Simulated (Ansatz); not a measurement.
# BN (Fmm2) in Ansatz: a series of runs

One crystal, BN, is run at these levels: PBE0, PBEsol0; tasks: relaxation of cell and atoms.

Everything below comes from runs of Ansatz 0.2.0. Logs are shortened: lines on timing, memory, paths and dates and some standing lists are left out, and cuts for length are marked.

## 1. The structure

It takes space group Fmm2 (No. 42, orthorhombic). Conventional cell: a = 2.503 Å, b = 6.991 Å, c = 4.332 Å, α = 90.00°, β = 90.00°, γ = 90.00°. N (site symmetry mm2) has 3 B at 1.44 Å as nearest neighbours. Around B (site symmetry mm2) lie 3 N at 1.44 Å.

Measurements of this composition are mostly on another form, of space group No. 194.

## 2. Relaxation of cell and atoms, PBE0

Contents of input:

```
crystal:
  lattice:
    - [0.0, 3.49531583, 2.16609124]
    - [1.2516321, 0.0, 2.16609124]
    - [1.2516321, 3.49531583, 0.0]
  atoms:
    - { symbol: "N", position: [0.66665134, 0.66665134, 0.33334866] }
    - { symbol: B, position: [4.865e-05, 4.865e-05, 0.99995135] }
hamiltonian:
  xc: pbe0
  pseudopotentials: { kind: paw }
kpoints:
  mp_grid: { grid: [7, 7, 7] }
scf:
  occupations: { method: fermi_dirac, width: 0.05 }
output:
  forces: true
  stress: true
  eigenvalues: true
relax:
  f_tol: 0.01
  max_steps: 40
  cell: { stress_tol: 0.05 }
```

Potentials or basis: Ansatz PAW.

What it wrote:

```text
GPUs: using 1 of 1 available (devices: 1).
Engine: ansatz 0.2.0, x86_64-unknown-linux-gnu
Pseudopotentials: kind: paw
Pseudopotential: N, paw, valence charge 5, recommended cutoff 420 eV (normal), N.paw.azcp
Pseudopotential: B, paw, valence charge 3, recommended cutoff 420 eV (normal), B.paw.azcp
Functional definition: PBE0
  parameter a = 0.25
  parameter kappa = 0.804
  parameter beta = 0.06672455060314922
  exchange = (1 - a)*pbe_x(kappa = kappa, mu = beta*pi^2/3) + a*exact_x
  correlation = pbe_c(beta = beta)
device memory: the entry about to start is reckoned to put 0.6 GiB on a device that reports 55.3 GiB free (of which the cap on the GPU budget leaves the run 18.0 GiB)
GPU FFT provider: cuFFT
GPU libraries: cuBLAS 13.8.2, cuFFT 12.4.0, cuSOLVER 12.3.4
Crystal: 2 atoms, lattice volume = 18.953 Å³
Basis set: ecut = 420 eV, 365 PW (Γ), exchange–correlation on 60×36×50 points (8 copies of the dense FFT grid, shifted against one another)
Bands: 8, of which v1, the nominal top of the filled ones, is band 4 counted from 1 (3 counted from 0)
Symmetry: 4 space group operations
Space group: Fmm2 (ITA 42), of the structure as read, at distance tolerance 2.7e-5 Å
k-points: 64 of 343 (time reversal used)
Non-local potential: N, projectors of the file, l = 0: 2, l = 1: 2, l = 2: 1
Non-local potential: B, projectors of the file, l = 0: 2, l = 1: 2, l = 2: 1
PAW form: soft (Blöchl's): semilocal exchange-correlation on the pseudo side does not see the compensation charge
PAW frozen core: N, regenerated for the run's functional, and the local potential with it (the file was generated under x = pbe(κ = 0.804, μ = 0.2195149727645171), c = pbe(β = 0.06672455060314922))
PAW frozen core: B, regenerated for the run's functional, and the local potential with it (the file was generated under x = pbe(κ = 0.804, μ = 0.2195149727645171), c = pbe(β = 0.06672455060314922))
PAW one-centre angular grid: N, 110 points (default); XC on 64 Gauss nodes
PAW one-centre angular grid: B, 110 points (default); XC on 64 Gauss nodes
Initial density: superposition of atomic densities (neutral atoms: chi_scale 0, normalization atom), corrected by the library's trained network
Initial wavefunctions: pseudopotential atomic-orbital guess
GPU buffer pool allocated for 13500 grid points (all kernels)
GPU transforms: local potential and band sums: pruned to the plane-wave sphere, on 27×18×25
Functional: x = pbe(κ = 0.804, μ = 0.2195149727645171), c = pbe(β = 0.06672455060314922), warm-up for x = 0.75 pbe(κ = 0.804, μ = 0.2195149727645171) + 0.25 exact, c = pbe(β = 0.06672455060314922)
SCF iter   1: F=—  HF=-542.411650 eV  |F-HF|=—  |Δ(HF+E_count)|=         —  Δρ=1.96e-3  dr2=2.92e-4  ethr=1.77e-3  ⟨swp⟩=7.6  Hψ=2557  notcnv=0
preconditioner: auto → none  [insulator: Δε(μ)=4.162 eV  Ē_g=18.476 eV  σ=0.050 eV  W_gap=1.00  n_scr=2 (ndim 8)  ℏωp=24.1 eV  f_vac=0.044  D(μ)=0.00/eV (n_scr^D=0)]
SCF iter   2: F=—  HF=-542.412218 eV  |F-HF|=—  |Δ(HF+E_count)|=   5.68e-4  Δρ=8.56e-4  dr2=3.63e-5  ethr=3.65e-6  ⟨swp⟩=3.6  Hψ=1306  notcnv=0  defer=1
SCF iter   3: F=—  HF=-542.412365 eV  |F-HF|=—  |Δ(HF+E_count)|=   1.46e-4  Δρ=4.49e-4  dr2=6.51e-6  ethr=4.53e-7  ⟨swp⟩=3.0  Hψ=936  notcnv=0  defer=1
SCF iter   4: F=—  HF=-542.412424 eV  |F-HF|=—  |Δ(HF+E_count)|=   5.89e-5  Δρ=1.91e-4  dr2=1.23e-6  ethr=8.14e-8  ⟨swp⟩=3.0  Hψ=903  notcnv=0
[... 871 lines left out ...]
preconditioner: auto → none  [insulator: Δε(μ)=6.556 eV  Ē_g=21.258 eV  σ=0.050 eV  W_gap=1.00  n_scr=2 (ndim 8)  ℏωp=22.5 eV  f_vac=0.209  D(μ)=0.00/eV (n_scr^D=0)]
SCF iter   2: F=-542.647375 eV  HF=-542.647375 eV  |F-HF|=1.93e-12  |Δ(HF+E_count)|=  2.09e-10  Δρ=2.05e-7  dr2=8.21e-12  ethr=7.29e-12  ⟨swp⟩=3.0  Hψ=891  notcnv=0
SCF 53 converged in 2 iterations: F = -542.647375 eV  dr2 = 8.21e-12
  Residual-converged pass: ⟨swp⟩=4.5  Hψ=1321  notcnv=0  max |occ|·‖R‖ = 9.8e-9 eV (tolerance 1.0e-8 eV)  dr2=7.68e-12  dr2_onsite=3.49e-13  max |Δocc| = 0.0e0
hybrid outer 2: dexx = +4.444e-11 eV, tail = 1.78e-11 eV, Δε = 2.92e-5 eV (about 2.01e-6 eV left of the loop's levels), ΔF = 1.63e-6 eV/Å (tail 2.11e-6)
relax step  20: F+E_penalty+E_count = -542.64737511 eV  Δ(F+E_penalty+E_count) = -4.776e-4 eV  max|allowed force component| = 1.668e-4 eV/Å  Δτ_max = 0.0000 Å  P = +0.012 GPa  Ω = 21.780 Å³  stress off target by 4.41e-2 GPa  SCF on the basis re-selected at this cell (its energy is not comparable with the rows above)  (8 SCF iters)
basis re-selected at this cell: Δ(F+E_penalty+E_count) = -4.776e-4 eV, ΔP = +0.010 GPa vs the last step (what re-selecting the basis moved, of the pressure what is left beyond the Pulay correction that the steps carried, after the strain that the cell walked since its last selection, with what the two solves' SCF thresholds leave and, on support functions, any second-order correction that the steps lacked; it is no measure of the basis error at this ecutwfc). This SCF's stress stands 4.41e-2 GPa from its target on what of the cell is left free (relax.cell.stress_tol is 5.00e-2 GPa) and its largest allowed force component is 1.67e-4 eV/Å (relax.f_tol is 1.00e-2 eV/Å): within both
hybrid SCF converged: 2 outer / 8 inner (+0 warm-up), last move |dexx| = 4.44e-11 eV, tail = 1.78e-11 eV
Stability not checked: this state was not tested for a lower state beside it, because the functional holds exact exchange (a hybrid, or Hartree-Fock), whose exchange loop this test does not read (fock_operator; see scf.lower_state_search)
Free energy (F): -542.647375 eV
Frozen-core exchange: fock
Harris-Foulkes:  -542.647375 eV  (|F-HF|=1.93e-12)
Internal energy: -542.647375 eV  (E = F + TS)
E sigma→0 (E₀):  -542.647375 eV
Fermi energy:    4.804932 eV
--- Per-component energies (eV) ---
  E_band       = -49.547929
  E_kinetic    = 183.847993
  E_local      = -460.257370  (includes V_loc(G=0)·N_el)
  E_nonlocal   = 56.976066
  E_hartree    = 161.571052
  E_xc         = -71.493669
  E_vxc        = -88.634483  (∫ρ·V_xc dr)
  E_exx        = -22.737092  (= α·E_x^exact, valence–valence)
  E_paw        = -205.116458  (= ΣΔE_a)
  E_vpaw       = -19.148145  (= ΣTr[D̂ρ^β])
  E_aug_tail   = 0.000097  (compensation charges beyond the density's cutoff)
  E_ewald      = -185.403780
  E_core_change = -0.034215  (= ΣΔE_core)
  E_smearing   = -0.000000  (= −TS)
  E_closure    = 0.000000  (closes the sum)
  Σ components = -542.647375   (vs F -542.647375, Δ=0.00e0)
--- Forces (eV/Å), atoms counted from 1 ---
  atom   1  N      0.00000000     0.00000000    -0.00016655
  atom   2  B      0.00000000     0.00000000     0.00016695
  max |Σ_I F_I| component: 3.95e-7 eV/Å
--- Stress (GPa, compression-positive) ---
       -0.005211       0.000000      -0.000000
        0.000000       0.044139      -0.000000
       -0.000000      -0.000000      -0.003375
  P = ⅓ Tr σ = 0.0119 GPa (0.119 kbar)
--- Band table (eV; the first three rows and the last of 64) ---
  k-point 0: bands = ["-17.8452", "-3.6791", "0.1557", "0.1559", "8.0282", "15.9750", "15.9945", "17.4164"]
  k-point 1: bands = ["-17.4157", "-3.1511", "-1.4965", "-0.5919", "8.8478", "15.6747", "16.1118", "17.7666"]
  k-point 2: bands = ["-16.2144", "-4.8305", "-1.9321", "-1.6347", "10.8614", "12.9851", "15.2291", "21.7813"]
  k-point 63: bands = ["-14.2542", "-7.9013", "-4.0502", "1.2183", "9.1896", "14.9825", "16.3348", "17.8891"]
--- Relaxed structure (14 steps of the walk, 14 accepted, 6 SCFs on fresh bases) ---
  F+E_penalty+E_count = -542.64737511 eV   max|allowed force component| = 1.668e-4 eV/Å   (the final SCF, on the basis selected at the relaxed cell)
  cell:  # Å, volume = 21.7798 Å³
    - [-2.9517443388837606e-17, 4.039056020136009, 2.1607890515723702]
    - [1.2477612102580924, -1.0808413164681438e-17, 2.1607890515723702]
    - [1.2477612102580924, 4.039056020136009, 3.8495053250371284e-19]
  atoms:
    - { symbol: N, position: [0.6666708402874377, 0.6666708402874377, 0.3333291597125623] }
    - { symbol: B, position: [2.9149712562330075e-5, 2.9149712562441098e-5, 0.9999708502874376] }
```

Wall time 3.6 min (1 × NVIDIA H100 80GB HBM3 with 2 threads of AMD EPYC 7R13 (Zen 3), shared host); peak memory 2.3 GiB.

What came out:

```yaml
Free_energy: -542.6474 eV
Relaxed_volume: 10.89 Å³/atom
Relaxed_cell: a = 4.581 Å, b = 2.495 Å, c = 4.227 Å, α = 81.51°, β = 32.60°, γ = 65.89°
Space_group_after_relaxing_to_0.05_Å: Fmm2 (No. 42)
Energy_gained_by_relaxing: 4.8 meV/atom
Ionic_steps: 20
Pressure_after_relaxing: 0.0 GPa
Band_gap_on_the_k_mesh: 6.56 eV, indirect (least direct gap 7.42 eV)
```

Step by step:
```tsv
step	energy change (eV)	largest force (eV/Å)	volume (Å³)
1	0.0000	0.0100	18.95
2	-0.0023	0.0038	19.29
3	-0.0022	0.0023	19.69
4	-0.0021	0.0013	19.72
5	-0.0062	0.0013	19.72
6	-0.0061	0.0027	20.09
7	-0.0050	0.0038	20.49
8	-0.0084	0.0037	20.49
9	-0.0077	0.0023	20.85
10	-0.0072	0.0009	21.01
11	-0.0091	0.0009	21.01
12	-0.0086	0.0001	21.24
13	-0.0082	0.0004	21.36
14	-0.0095	0.0004	21.36
15	-0.0089	0.0005	21.57
16	-0.0088	0.0003	21.61
17	-0.0096	0.0003	21.61
18	-0.0093	0.0000	21.72
19	-0.0092	0.0002	21.78
20	-0.0096	0.0002	21.78
```

Final structure:
```
N B
1.0
     0.00000    4.03906    2.16079
     1.24776    0.00000    2.16079
     1.24776    4.03906    0.00000
N B
1 1
Direct
  0.66667 0.66667 0.33333
  0.00003 0.00003 0.99997
```

Caveat: the k mesh is coarse (spacing up to 0.43 Å⁻¹), so the values aren't converged, least of all with exact exchange; odd divisions of the mesh miss points on the zone boundary, where band edges often lie, so the gap on the mesh can be too wide; the plane-wave basis is chosen anew once the cell has moved, so the energies of steps on either side of that aren't comparable; the pressure holds a Pulay correction of +0.4 GPa for the finite cutoff; the PAW data sets come from PBE, with cores solved anew for the run's functional, which leaves a small shift of forces and pressure.

## 3. Relaxation of cell and atoms, PBEsol0

input: that of step 2 with these lines changed.

```diff
@@ -9,3 +9,3 @@
 hamiltonian:
-  xc: pbe0
+  xc: { exchange: pbesol, correlation: pbesol, exx: { coeff: 0.25 } }
   pseudopotentials: { kind: paw }
```

Potentials or basis: Ansatz PAW.

Wall time 56 s (1 × NVIDIA H100 80GB HBM3 with 2 threads of AMD EPYC 7R13 (Zen 3), shared host); peak memory 2.1 GiB.

Results (log left out):

| Quantity | Value |
| --- | --- |
| Free energy | -536.5850 eV |
| Relaxed volume | 9.46 Å³/atom |
| Relaxed cell | a = 4.131 Å, b = 2.489 Å, c = 3.738 Å, α = 80.41°, β = 36.45°, γ = 63.15° |
| Space group after relaxing (to 0.05 Å) | Fmm2 (No. 42) |
| Energy gained by relaxing | 1.6 meV/atom |
| Ionic steps | 7 |
| Pressure after relaxing | 0.0 GPa |
| Band gap on the k mesh | 6.18 eV, indirect (least direct gap 7.24 eV) |

The path:
| step | energy change (eV) | largest force (eV/Å) | volume (Å³) |
| --- | --- | --- | --- |
| 1 | 0.0000 | 0.0104 | 18.95 |
| 2 | -0.0031 | 0.0059 | 18.85 |
| 3 | -0.0035 | 0.0010 | 18.82 |
| 4 | -0.0032 | 0.0010 | 18.82 |
| 5 | -0.0030 | 0.0008 | 18.89 |
| 6 | -0.0029 | 0.0011 | 18.92 |
| 7 | -0.0032 | 0.0011 | 18.92 |

Final structure:
```cif
data_structure
_symmetry_space_group_name_H-M 'P 1'
_symmetry_Int_Tables_number 1
_cell_length_a 4.1313
_cell_length_b 2.4892
_cell_length_c 3.7381
_cell_angle_alpha 80.405
_cell_angle_beta 36.447
_cell_angle_gamma 63.147
_cell_volume 18.92
loop_
_atom_site_label
_atom_site_type_symbol
_atom_site_fract_x
_atom_site_fract_y
_atom_site_fract_z
_atom_site_occupancy
N1 N 0.66662 0.66662 0.33338 1
B1 B 0.00008 0.00008 0.99992 1
```

Levels at points of the mesh, in eV from the valence-band top:
```tsv
k point	band 1	band 2	band 3	band 4	band 5	band 6	band 7	band 8
(0.00, 0.00, 0.00)	-19.58	-4.90	-1.48	-1.48	6.70	14.32	14.39	16.31
```

Caveat: the k mesh is coarse (spacing up to 0.43 Å⁻¹), so the values aren't converged, least of all with exact exchange; odd divisions of the mesh miss points on the zone boundary, where band edges often lie, so the gap on the mesh can be too wide; the plane-wave basis is chosen anew once the cell has moved, so the energies of steps on either side of that aren't comparable; the pressure holds a Pulay correction of +0.5 GPa for the finite cutoff; the PAW data sets come from PBE, with cores solved anew for the run's functional, which leaves a small shift of forces and pressure.
